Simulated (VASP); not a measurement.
# LiCl in VASP: how settings move the PBE single point

The PBE single point of LiCl built on the rocksalt prototype, under +1.1 % strain along x alone is repeated with altered inputs. Which of them can be trusted?

Code: VASP 6.6.1. PAW datasets, plane waves. Calculated at 0 K for a non-magnetic (in the reference) cell.

## (1) Starting point

The cell comes from an earlier relaxation with r2SCAN in another program, then strained, with the atoms relaxed again. Some of the altered inputs switch spin polarisation on.

The symmetry is I4/mmm (No. 139, tetragonal); a = 3.615 Å, c = 5.170 Å in the conventional setting, 16.89 Å³ an atom. Near Li stand 6 Cl at 2.56–2.58 Å; near Cl stand 6 Li at 2.56–2.58 Å.

Structure file:

```xyz
2
Lattice="0.0000 2.5560 2.5560 2.5849 0.0000 2.5560 2.5849 2.5560 0.0000" Properties=species:S:1:pos:R:3 pbc="T T T"
Li    0.0000    0.0000    0.0000
Cl    2.5849    2.5560    2.5560
```

## (2) Baseline

INCAR

```
ENCUT = 520.000000
SIGMA = 0.020000
EDIFF = 1.00e-07
GGA = PE
PREC = Accurate
IBRION = -1
ISIF = 2
ISMEAR = -1
NBANDS = 12
NELM = 120
NSW = 0
LASPH = .TRUE.
LCHARG = .FALSE.
LWAVE = .FALSE.
LREAL = .FALSE.
```

KPOINTS

```
KPOINTS created by Atomic Simulation Environment
0
Gamma
8 8 8
0 0 0
```

POSCAR

```
Li Cl
 1.0000000000000000
     0.0000000000000000    2.5560369926000002    2.5560369926000002
     2.5849202106000000    0.0000000000000000    2.5560369926000002
     2.5849202106000000    2.5560369926000002    0.0000000000000000
 Li  Cl
   1   1
Cartesian
  0.0000000000000000  0.0000000000000000  0.0000000000000000
  2.5849202106000000  2.5560369926000002  2.5560369926000002
```

A file KPOINTS_OPT adds named points for the levels; it doesn't enter the self-consistent loop.

Potentials: the recommended PBE PAW datasets, 10 valence electrons.

Launch:

```bash
> mpirun -np 1 vasp_std
```

## (3) Altered input 1

INCAR

```
ENCUT = 520.000000
SIGMA = 0.020000
EDIFF = 1.00e-07
IBRION = -1
ISIF = 2
ISMEAR = -1
NBANDS = 12
NSW = 0
LASPH = .TRUE.
LCHARG = .FALSE.
LWAVE = .FALSE.
LREAL = .FALSE.
METAGGA = RTPSS
PREC = Low
NELM = 69
```

KPOINTS is that of step 2.

POSCAR is that of step 2.

## (4) Altered input 2

INCAR, as its differences from that of step 2:

```diff
@@ -9,3 +9,2 @@
 NBANDS = 12
-NELM = 120
 NSW = 0
@@ -15 +14,4 @@
 LREAL = .FALSE.
+ISPIN = 2
+MAGMOM = -3 -3
+NELM = 69
```

KPOINTS is that of step 2.

POSCAR is that of step 2.

Before running it: what results should come out? Wanted: for each run, changed; ending; energy change; pressure; electronic steps; usable.

**Answer**, as computed:

| run | changed | ending | energy change (meV/atom) | pressure (GPa) | gap on the mesh (eV; negative: overlap) | electronic steps | time | usable |
| --- | --- | --- | --- | --- | --- | --- | --- | --- |
| ref. | – | converged | 0 | 0.3 | 6.32 | 14 | 23 s | yes |
| 1 | METAGGA = RTPSS, PREC = Low, NELM = 69 | converged | – | -2.2 | 6.52 | 40 | 1.8 min | no |
| 2 | ISPIN = 2, MAGMOM = -3 -3, NELM = 69 | converged | 0.0 | 0.3 | – | 20 | 57 s | yes |

What this shows: Of 2 altered inputs, 1 ended normally on a faulty or unsound input, 1 gave usable results.
